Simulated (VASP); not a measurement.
## VASP 6.6.1, r²SCAN single-point calculation, CdTe (strained zincblende)

INCAR

```
LASPH = .TRUE.
LREAL = .FALSE.
ALGO = Normal
NELM = 120
LWAVE = .FALSE.
ISMEAR = 0
LCHARG = .FALSE.
METAGGA = R2SCAN
ISIF = 2
IBRION = -1
ENCUT = 520
PREC = Accurate
NSW = 0
EDIFF = 1E-7
NBANDS = 16
SIGMA = 0.01
```

KPOINTS

```
KPOINTS created by Atomic Simulation Environment
0
Gamma
6 6 6
0 0 0
```

KPOINTS_OPT

```
special points
6
Reciprocal
0.0000000000 0.0000000000 0.0000000000 1
-0.5000000000 -0.5000000000 0.0000000000 1
-0.3750000000 -0.3750000000 0.2500000000 1
-0.3750000000 0.0000000000 0.3750000000 1
0.0000000000 0.0000000000 0.5000000000 1
-0.5000000000 -0.2500000000 0.2500000000 1
```

POSCAR

```
Cd Te
 1.0000000000000000
     0.0000000000000000    3.3727778470000001    3.2799551172000001
     3.3727778470000001    0.0000000000000000    3.2799551172000001
     3.3727778470000001    3.3727778470000001    0.0000000000000000
 Cd  Te
   1   1
Cartesian
  0.0000000000000000  0.0000000000000000  0.0000000000000000
  1.6863889235000000  1.6863889235000000  1.6399775585999998
```

VASP ran with the recommended PBE PAW datasets (18 valence electrons in the cell).

Command

```
mpirun -np 1 vasp_std
```

From OUTCAR

```
k-points           NKPTS =     30   k-points in BZ     NKDIM =     30   number of bands    NBANDS=     16

   NELECT =      18.0000    total number of electrons

   dimension x,y,z NGX =    36 NGY =   36 NGZ =   36
   dimension x,y,z NGXF=    72 NGYF=   72 NGZF=   72

  energy-cutoff  :      520.00
  volume of cell :       74.62
      direct lattice vectors                 reciprocal lattice vectors
     0.000000000  3.372777847  3.279955117    -0.148245755  0.148245755  0.152441110
     3.372777847  0.000000000  3.279955117     0.148245755 -0.148245755  0.152441110
     3.372777847  3.372777847  0.000000000     0.148245755  0.148245755 -0.152441110

 k-points in reciprocal lattice and weights: KPOINTS created by Atomic Simulation Env
   0.00000000  0.00000000  0.00000000       0.005
   0.16666667  0.00000000  0.00000000       0.037
   0.33333333  0.00000000  0.00000000       0.037
   0.50000000 -0.00000000  0.00000000       0.019
   0.16666667  0.16666667  0.00000000       0.009
   0.33333333  0.16666667  0.00000000       0.037
   0.50000000  0.16666667  0.00000000       0.037
  -0.33333333  0.16666667  0.00000000       0.037
   ...

 E-fermi :   1.4478

 k-point     1 :       0.0000    0.0000    0.0000
  band No.  band energies     occupation
      1      -9.7136      2.00000
      2      -6.9902      2.00000
      3      -6.9902      2.00000
      4      -6.9837      2.00000
      5      -6.7719      2.00000
      6      -6.7714      2.00000
      7       1.2790      2.00000
      8       1.2790      2.00000
      9       1.3612      2.00000
     10       2.2784      0.00000
     11       6.3816      0.00000
     12       6.3971      0.00000
     13       6.3971      0.00000
     14       9.0556      0.00000
     15      10.7895      0.00000
     16      11.1330      0.00000

 k-point     2 :       0.1667    0.0000    0.0000
  band No.  band energies     occupation
      1      -9.6309      2.00000
      2      -6.9753      2.00000
      3      -6.9710      2.00000
      4      -6.9077      2.00000
      5      -6.7724      2.00000
      6      -6.7719      2.00000
      7      -0.2552      2.00000
      8       1.0795      2.00000
      9       1.1544      2.00000
     10       3.3383      0.00000
     11       6.3676      0.00000
     12       6.6890      0.00000
     13       6.7203      0.00000
     14      10.0286      0.00000
     15      10.0609      0.00000
     16      10.3108      0.00000

 k-point     3 :       0.3333    0.0000    0.0000
  band No.  band energies     occupation
      1      -9.4674      2.00000
      2      -6.9495      2.00000
      3      -6.9441      2.00000
      4      -6.7719      2.00000
      5      -6.7670      2.00000
      6      -6.6616      2.00000
      7      -1.9387      2.00000
      8       0.7366      2.00000
      9       0.8442      2.00000
     10       3.5150      0.00000
     11       6.8971      0.00000
     12       7.0071      0.00000
     13       7.7347      0.00000
     14       9.7497      0.00000
     15      10.5652      0.00000
     16      10.5697      0.00000

 k-point     4 :       0.5000   -0.0000    0.0000
  band No.  band energies     occupation
      1      -9.3879      2.00000
      2      -6.9392      2.00000
      3      -6.9331      2.00000
      4      -6.7681      2.00000
      5      -6.7615      2.00000
      6      -6.4676      2.00000
      7      -2.6755      2.00000
      8       0.5851      2.00000
      9       0.7072      2.00000
     10       3.4211      0.00000
     11       6.8433      0.00000
     12       7.0047      0.00000
     13       8.5959      0.00000
     14      10.1741      0.00000
     15      11.8530      0.00000
     16      12.0437      0.00000

 k-point     5 :       0.1667    0.1667    0.0000
  band No.  band energies     occupation
      1      -9.6009      2.00000
      2      -6.9599      2.00000
      3      -6.9599      2.00000
      4      -6.9009      2.00000
      5      -6.7732      2.00000
      6      -6.7650      2.00000
      7      -0.2305      2.00000
      8       0.7598      2.00000
      9       0.7598      2.00000
     10       3.8832      0.00000
     11       5.4634      0.00000
     12       7.2426      0.00000
     13       7.2426      0.00000
     14       9.0594      0.00000
     15      10.8395      0.00000
     16      11.0552      0.00000

 k-point     6 :       0.3333    0.1667    0.0000
  band No.  band energies     occupation
      1      -9.4648      2.00000
      2      -6.9362      2.00000
      3      -6.9308      2.00000
      4      -6.8101      2.00000
      5      -6.7590      2.00000
      6      -6.6751      2.00000
      7      -1.5255      2.00000
      8       0.3629      2.00000
      9       0.3914      2.00000
     10       4.3099      0.00000
     11       5.6874      0.00000
     12       7.4601      0.00000
     13       7.7356      0.00000
     14       9.5460      0.00000
     15      11.3757      0.00000
     16      11.4298      0.00000

 k-point     7 :       0.5000    0.1667    0.0000
  band No.  band energies     occupation
      1      -9.3618      2.00000
      2      -6.9213      2.00000
      3      -6.9182      2.00000
      4      -6.7870      2.00000
      5      -6.7591      2.00000
      6      -6.4373      2.00000
      7      -2.4884      2.00000
      8      -0.0645      2.00000
      9       0.3059      2.00000
     10       4.2611      0.00000
     11       6.4092      0.00000
     12       7.5573      0.00000
     13       8.0556      0.00000
     14      10.4626      0.00000
     15      11.7170      0.00000
     16      12.0705      0.00000

 k-point     8 :      -0.3333    0.1667    0.0000
  band No.  band energies     occupation
      1      -9.3900      2.00000
      2      -6.9297      2.00000
      3      -6.9217      2.00000
      4      -6.7741      2.00000
      5      -6.7710      2.00000
      6      -6.5111      2.00000
      7      -2.2566      2.00000
      8      -0.1732      2.00000
      9       0.5625      2.00000
     10       4.3186      0.00000
     11       6.6504      0.00000
     12       7.3049      0.00000
     13       7.9036      0.00000
     14      10.1404      0.00000
     15      10.8083      0.00000
     16      11.9506      0.00000

 k-point     9 :      -0.1667    0.1667    0.0000
  band No.  band energies     occupation
      1      -9.5235      2.00000
      2      -6.9584      2.00000
      3      -6.9401      2.00000
      4      -6.7896      2.00000
      5      -6.7771      2.00000
      6      -6.7566      2.00000
      7      -1.1673      2.00000
      8       0.3021      2.00000
      9       0.9605      2.00000
     10       4.1260      0.00000
     11       6.4297      0.00000
     12       6.9088      0.00000
     13       7.1091      0.00000
     14       9.3633      0.00000
     15      10.5536      0.00000
     16      11.4368      0.00000

 k-point    10 :       0.3333    0.3333    0.0000
  band No.  band energies     occupation
      1      -9.3842      2.00000
      2      -6.8946      2.00000
      3      -6.8946      2.00000
      4      -6.8384      2.00000
      5      -6.7511      2.00000
      6      -6.5633      2.00000
      7      -1.8096      2.00000
      8      -0.0411      2.00000
      9      -0.0411      2.00000
     10       4.2598      0.00000
     11       4.8022      0.00000
     12       8.9785      0.00000
     13       9.0696      0.00000
     14       9.0696      0.00000
     15      11.7922      0.00000
     16      13.4536      0.00000

 k-point    11 :       0.5000    0.3333    0.0000
  band No.  band energies     occupation
      1      -9.3094      2.00000
      2      -6.8874      2.00000
      3      -6.8778      2.00000
      4      -6.8245      2.00000
      5      -6.7510      2.00000
      6      -6.3650      2.00000
      7      -2.3598      2.00000
      8      -0.5834      2.00000
      9      -0.1678      2.00000
     10       4.3758      0.00000
     11       5.2186      0.00000
     12       8.5936      0.00000
     13       9.2596      0.00000
     14      10.6381      0.00000
     15      12.2638      0.00000
     16      12.9448      0.00000

 k-point    12 :      -0.3333    0.3333    0.0000
  band No.  band energies     occupation
      1      -9.3126      2.00000
      2      -6.9009      2.00000
      3      -6.8932      2.00000
      4      -6.7954      2.00000
      5      -6.7640      2.00000
      6      -6.3353      2.00000
      7      -2.4013      2.00000
      8      -0.9342      2.00000
      9       0.1010      2.00000
     10       4.5713      0.00000
     11       6.5459      0.00000
     12       8.4684      0.00000
     13       8.5942      0.00000
     14       9.0634      0.00000
     15      10.6113      0.00000
     16      13.9773      0.00000

 ...

  Total       -0.9748892     -0.9748892     -0.7480225      0.0000000      0.0000000      0.0000000
  in kB      -20.9311196    -20.9311196    -16.0602335      0.0000000      0.0000000      0.0000000
  external PRESSURE =     -19.3074909 kB  Pullay stress =       0.0000000 kB

 POSITION                                       TOTAL-FORCE (eV/Angst)
 -----------------------------------------------------------------------------------
      0.00000      0.00000      0.00000        -0.000000     -0.000000      0.000000
      1.68639      1.68639      1.63998         0.000000      0.000000     -0.000000
 -----------------------------------------------------------------------------------
    total drift:                               -0.000001     -0.000001     -0.000003

  FREE ENERGIE OF THE ION-ELECTRON SYSTEM (eV)
  ---------------------------------------------------
  free  energy   TOTEN  =       -46.6146520921 eV

  energy  without entropy=      -46.6146520921  energy(sigma->0) =      -46.61465209
```

```yaml
gap_between_bands_v_and_c: 0.92 eV
least_direct_gap: 0.92 eV
pressure: -1.9 GPa
```

Band v is the last that the valence electrons fill when counted band by band, and c is the next.

The run took about 2.3 min on one core of a shared host (Intel Xeon Platinum 8488C) and held 0.23 GiB at most.
